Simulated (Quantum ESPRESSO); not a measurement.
The system is Ge.

```
CELL_PARAMETERS angstrom
0.00000 2.82891 2.82891
2.82891 0.00000 2.82891
2.82891 2.82891 0.00000
ATOMIC_POSITIONS crystal
Ge 0.75000 0.75000 0.75000
Ge 0.50000 0.50000 0.50000
```

Base run:

```yaml
Program: Quantum ESPRESSO 7.5
Functional: PBE
Potentials_or_basis: PseudoDojo 0.4.1 SR PBE standard
Cutoff: 1061 eV
Density_cutoff: 4245 eV
k_mesh: 8 × 8 × 8
Occupations: fermi-dirac, width 0.05 eV
Spin: no spin polarisation
```

Its results: band gap on the k mesh none (metal or under the smearing width); pressure 3.7 GPa.

Task: The run is repeated on the same cell with these changes: functional from PBE to LDA; potentials or basis from PseudoDojo 0.4.1 SR PBE standard to PseudoDojo 0.4.1 SR LDA standard. What comes out?

Result: Band gap on the k mesh none (metal or under the smearing width); pressure -1.4 GPa.

Caveats: this crystal is a semiconductor, whose small gap the functional closes, so the metal is an error of the method.
